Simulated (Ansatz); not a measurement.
# BN (P6_3mc), one atom moved over a plane

Computed with DFT PBEsol, scalar-relativistic, plane waves, PAW in Ansatz 0.2.0. Cutoff 650 eV, Γ-centred 12×12×6 k-points, Gaussian smearing of 0.05 eV. No spin polarisation. Energies are free energies at this smearing, counted from the undisturbed cell; pressure is positive in compression.

Reference structure (as given, not relaxed at this level; it stands at -5.9 GPa; this wurtzite form isn't the usual structure):

```yaml
crystal:
  lattice:
    - [2.55394, 0.00000, 0.00000]
    - [-1.27697, 2.21178, 0.00000]
    - [0.00000, 0.00000, 4.22685]
  atoms:
    - { symbol: B, position: [0.66667, 0.33333, 0.99972] }
    - { symbol: B, position: [0.33333, 0.66667, 0.49972] }
    - { symbol: N, position: [0.66667, 0.33333, 0.62528] }
    - { symbol: N, position: [0.33333, 0.66667, 0.12528] }
```

Atom 3 (N) is moved by p along (0.707, 0.707, 0.000) and q along (0.000, 0.000, 1.000) (Å), all else fixed. Points are written (p, q).

Energy above the undisturbed cell in eV/cell (a dash: not computed):

```
 p \ q  -0.200  -0.100  0.000  0.100  0.200
-0.200    1.22    0.68   0.42   0.52   1.08
-0.100    0.78    0.31   0.11   0.29   0.93
 0.000    0.62    0.17   0.00   0.20   0.87
 0.100    0.81    0.33   0.13   0.30   0.94
 0.200    1.43    0.86   0.57   0.63   1.17
```

Pressure in GPa:

| p \ q | -0.200 | -0.100 | 0.000 | 0.100 | 0.200 |
| --- | --- | --- | --- | --- | --- |
| -0.200 | 8.4 | 2.5 | -0.8 | -0.6 | 4.6 |
| -0.100 | 3.1 | -2.0 | -4.5 | -3.3 | 2.9 |
| 0.000 | 1.1 | -3.7 | -5.9 | -4.4 | 2.3 |
| 0.100 | 3.4 | -1.8 | -4.3 | -3.2 | 3.1 |
| 0.200 | 11.1 | 4.8 | 1.1 | 1.0 | 5.8 |

Gap on the k-mesh in eV:

| p \ q | -0.200 | -0.100 | 0.000 | 0.100 | 0.200 |
| --- | --- | --- | --- | --- | --- |
| -0.200 | 4.37 | 4.67 | 4.13 | 3.44 | 2.72 |
| -0.100 | 4.79 | 5.09 | 4.59 | 3.81 | 2.97 |
| 0.000 | 5.07 | 5.26 | 4.99 | 4.14 | 3.20 |
| 0.100 | 4.87 | 5.14 | 4.65 | 3.85 | 3.00 |
| 0.200 | 4.49 | 4.83 | 4.27 | 3.56 | 2.82 |

Cost: 25 runs of about 11 core-minutes in all, on Intel Xeon Processor @ 2.70GHz (shared hosts).